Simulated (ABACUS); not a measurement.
Input of an ABACUS 3.10.1 run:

run_abacus.py

```python
"""ABACUS run from a structure file: ASE reads it, the script writes STRU, KPT and INPUT."""
import re
import subprocess
import spglib
from ase import Atoms
from ase.io import read
from ase.units import Bohr

atoms = read("KF.cif")
cell, frac, numbers = spglib.standardize_cell((atoms.cell[:], atoms.get_scaled_positions(), atoms.numbers), to_primitive=True, symprec=1e-4)
atoms = Atoms(numbers=numbers, cell=cell, scaled_positions=frac, pbc=True)  # the primitive cell
atoms = atoms[(-atoms.numbers).argsort(kind="stable")]  # ABACUS lists atoms element by element
pseudo = {'K': 'K.upf', 'F': 'F.upf'}
orbital = {}
magmoms = None
kmesh = [7, 7, 7]
params = {
    'suffix': 'KF',
    'calculation': 'cell-relax',
    'basis_type': 'pw',
    'pseudo_dir': './',
    'symmetry': 1,
    'dft_functional': 'wc',
    'ecutwfc': 84,
    'pseudo_rcut': 10,
    'nspin': 1,
    'nbands': 12,
    'ks_solver': 'dav',
    'smearing_method': 'fd',
    'smearing_sigma': 0.00367493,
    'scf_thr': 1e-08,
    'scf_nmax': 100,
    'mixing_type': 'broyden',
    'mixing_beta': 0.7,
    'cal_force': 1,
    'cal_stress': 1,
    'relax_nmax': 60,
    'force_thr_ev': 0.01,
    'relax_method': 'cg',
    'out_stru': 1,
    'stress_thr': 0.5,
    'kpar': 4,
}

symbols = atoms.get_chemical_symbols()
elements = list(dict.fromkeys(symbols))
lines = ["ATOMIC_SPECIES"] + [f"{e} {atoms.get_masses()[symbols.index(e)]:.4f} {pseudo[e]}" for e in elements]
if orbital:
    lines += ["", "NUMERICAL_ORBITAL"] + [orbital[e] for e in elements]
lines += ["", "LATTICE_CONSTANT", f"{1 / Bohr:.10f}", "", "LATTICE_VECTORS"]
lines += [" ".join(f"{x:.10f}" for x in v) for v in atoms.cell]
lines += ["", "ATOMIC_POSITIONS", "Direct"]
for e in elements:
    lines += ["", e, "0.0", str(symbols.count(e))]
    for i, p in enumerate(atoms.get_scaled_positions(wrap=False)):
        if symbols[i] == e:
            mag = "" if magmoms is None else " mag " + " ".join(str(x) for x in (magmoms[i] if isinstance(magmoms[i], list) else [magmoms[i]]))
            lines.append(" ".join(f"{x:.10f}" for x in p) + " 1 1 1" + mag)
open("STRU", "w").write("\n".join(lines) + "\n")
open("KPT", "w").write("K_POINTS\n0\nGamma\n%d %d %d 0 0 0\n" % tuple(kmesh))
open("INPUT", "w").write("INPUT_PARAMETERS\n" + "".join(f"{k:<20s}{v}\n" for k, v in params.items()))

done = subprocess.run(['mpirun', '-np', '4', 'abacus'])
if done.returncode:
    raise SystemExit(done.returncode)
log = open("OUT.KF/running_cell-relax.log").read()
print("final energy (eV):", re.findall(r"FINAL_ETOT_IS (\S+)", log))
```

Contents of KF.cif:

```cif
data_KF
_cell_length_a 5.34370000
_cell_length_b 5.34370000
_cell_length_c 5.34370000
_cell_angle_alpha 90.00000000
_cell_angle_beta 90.00000000
_cell_angle_gamma 90.00000000
_space_group_name_H-M_alt 'Fm-3m'
_space_group_name_Hall '-F 4 2 3'
_space_group_IT_number 225
loop_
_space_group_symop_operation_xyz
'x,y,z'
'-x,-y,-z'
'-y,x,z'
'y,-x,-z'
'-x,-y,z'
'x,y,-z'
'y,-x,z'
'-y,x,-z'
'x,-y,-z'
'-x,y,z'
'-y,-x,-z'
'y,x,z'
'-x,y,-z'
'x,-y,z'
'y,x,-z'
'-y,-x,z'
'z,x,y'
'-z,-x,-y'
'z,-y,x'
'-z,y,-x'
'z,-x,-y'
'-z,x,y'
'z,y,-x'
'-z,-y,x'
'-z,x,-y'
'z,-x,y'
'-z,-y,-x'
'z,y,x'
'-z,-x,y'
'z,x,-y'
'-z,y,x'
'z,-y,-x'
'y,z,x'
'-y,-z,-x'
'x,z,-y'
'-x,-z,y'
'-y,z,-x'
'y,-z,x'
'-x,z,y'
'x,-z,-y'
'-y,-z,x'
'y,z,-x'
'-x,-z,-y'
'x,z,y'
'y,-z,-x'
'-y,z,x'
'x,-z,y'
'-x,z,-y'
'x,y+1/2,z+1/2'
'-x,-y+1/2,-z+1/2'
'-y,x+1/2,z+1/2'
'y,-x+1/2,-z+1/2'
'-x,-y+1/2,z+1/2'
'x,y+1/2,-z+1/2'
'y,-x+1/2,z+1/2'
'-y,x+1/2,-z+1/2'
'x,-y+1/2,-z+1/2'
'-x,y+1/2,z+1/2'
'-y,-x+1/2,-z+1/2'
'y,x+1/2,z+1/2'
'-x,y+1/2,-z+1/2'
[... 41 lines left out ...]
'y+1/2,-x,z+1/2'
'-y+1/2,x,-z+1/2'
'x+1/2,-y,-z+1/2'
'-x+1/2,y,z+1/2'
'-y+1/2,-x,-z+1/2'
'y+1/2,x,z+1/2'
'-x+1/2,y,-z+1/2'
'x+1/2,-y,z+1/2'
'y+1/2,x,-z+1/2'
'-y+1/2,-x,z+1/2'
'z+1/2,x,y+1/2'
'-z+1/2,-x,-y+1/2'
'z+1/2,-y,x+1/2'
'-z+1/2,y,-x+1/2'
'z+1/2,-x,-y+1/2'
'-z+1/2,x,y+1/2'
'z+1/2,y,-x+1/2'
'-z+1/2,-y,x+1/2'
'-z+1/2,x,-y+1/2'
'z+1/2,-x,y+1/2'
'-z+1/2,-y,-x+1/2'
'z+1/2,y,x+1/2'
'-z+1/2,-x,y+1/2'
'z+1/2,x,-y+1/2'
'-z+1/2,y,x+1/2'
'z+1/2,-y,-x+1/2'
'y+1/2,z,x+1/2'
'-y+1/2,-z,-x+1/2'
'x+1/2,z,-y+1/2'
'-x+1/2,-z,y+1/2'
'-y+1/2,z,-x+1/2'
'y+1/2,-z,x+1/2'
'-x+1/2,z,y+1/2'
'x+1/2,-z,-y+1/2'
'-y+1/2,-z,x+1/2'
'y+1/2,z,-x+1/2'
'-x+1/2,-z,-y+1/2'
'x+1/2,z,y+1/2'
'y+1/2,-z,-x+1/2'
'-y+1/2,z,x+1/2'
'x+1/2,-z,y+1/2'
'-x+1/2,z,-y+1/2'
'x+1/2,y+1/2,z'
'-x+1/2,-y+1/2,-z'
'-y+1/2,x+1/2,z'
'y+1/2,-x+1/2,-z'
'-x+1/2,-y+1/2,z'
'x+1/2,y+1/2,-z'
'y+1/2,-x+1/2,z'
'-y+1/2,x+1/2,-z'
'x+1/2,-y+1/2,-z'
'-x+1/2,y+1/2,z'
'-y+1/2,-x+1/2,-z'
'y+1/2,x+1/2,z'
'-x+1/2,y+1/2,-z'
'x+1/2,-y+1/2,z'
'y+1/2,x+1/2,-z'
'-y+1/2,-x+1/2,z'
'z+1/2,x+1/2,y'
'-z+1/2,-x+1/2,-y'
'z+1/2,-y+1/2,x'
'-z+1/2,y+1/2,-x'
'z+1/2,-x+1/2,-y'
'-z+1/2,x+1/2,y'
'z+1/2,y+1/2,-x'
'-z+1/2,-y+1/2,x'
'-z+1/2,x+1/2,-y'
'z+1/2,-x+1/2,y'
'-z+1/2,-y+1/2,-x'
'z+1/2,y+1/2,x'
'-z+1/2,-x+1/2,y'
'z+1/2,x+1/2,-y'
'-z+1/2,y+1/2,x'
'z+1/2,-y+1/2,-x'
'y+1/2,z+1/2,x'
'-y+1/2,-z+1/2,-x'
'x+1/2,z+1/2,-y'
'-x+1/2,-z+1/2,y'
'-y+1/2,z+1/2,-x'
'y+1/2,-z+1/2,x'
'-x+1/2,z+1/2,y'
'x+1/2,-z+1/2,-y'
'-y+1/2,-z+1/2,x'
'y+1/2,z+1/2,-x'
'-x+1/2,-z+1/2,-y'
'x+1/2,z+1/2,y'
'y+1/2,-z+1/2,-x'
'-y+1/2,z+1/2,x'
'x+1/2,-z+1/2,y'
'-x+1/2,z+1/2,-y'
loop_
_atom_site_label
_atom_site_type_symbol
_atom_site_symmetry_multiplicity
_atom_site_Wyckoff_symbol
_atom_site_fract_x
_atom_site_fract_y
_atom_site_fract_z
_atom_site_occupancy
K1 K 4 a 0.0000000000 0.0000000000 0.0000000000 1
F1 F 4 b 0.5000000000 0.0000000000 0.0000000000 1
```

Potentials or basis: PseudoDojo NC SR 0.4.1 PBEsol standard, plane waves.

The run is started by

```console
$ OMP_NUM_THREADS=1 python run_abacus.py > log
```

Question: What does it give for the relaxed cell?

Answer: a = 3.757 Å, b = 3.757 Å, c = 3.757 Å, α = 60.00°, β = 60.00°, γ = 60.00°.

Question: Estimate the band gap on the k mesh.

Answer: 6.27 eV, direct.

Question: What does it give for the relaxed volume?

Answer: 18.76 Å³/atom.

Question: Predict the space group after relaxing (to 0.05 Å).

Answer: Fm-3m (No. 225).

The path:
```
step  energy change (eV)  largest force (eV/Å)  pressure (GPa)  volume (Å³)
   1              0.0000                0.0000           -0.50        38.15
   2             -0.0008                0.0000           -0.23        37.81
   3             -0.0009                0.0000            0.06        37.46
   4             -0.0010                0.0000            0.02        37.51
```

Caveat: the potentials were made for another functional, which shifts forces and pressure.
